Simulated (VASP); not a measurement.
Here is a VASP 6.6.1 calculation.

File INCAR:

```
PREC = Accurate
ENCUT = 520
EDIFF = 1E-7
ISMEAR = -1
SIGMA = 0.05
LREAL = False
LASPH = True
NELM = 80
ALGO = Fast
ISIF = 2
LWAVE = False
LCHARG = True
GGA = PE
LELF = True
LVHAR = True
NBANDS = 16
```

File KPOINTS:

```
Automatic mesh
0
Gamma
  8 8 8
```

The input POSCAR:

```
CdSe
1.0
    0.0000000000      3.0702711986      3.0702711986
    3.0702711986      0.0000000000      3.0702711986
    3.0702711986      3.0702711986      0.0000000000
Cd Se
1 1
Direct
    0.0000000000      0.0000000000      0.0000000000
    0.2500000000      0.2500000000      0.2500000000
```

Potentials or basis: VASP PAW PBE potentials, release 64 (Cd, Se).

Launch:

```console
$ cat potpaw_PBE.64/Cd/POTCAR potpaw_PBE.64/Se/POTCAR > POTCAR
$ mpirun -np 1 vasp_std > vasp.out
```

(1) Predict the pressure.

(2) What does it give for the band gap on the k mesh?

## Answers

(1) 1.6 GPa.

(2) 0.55 eV, direct.
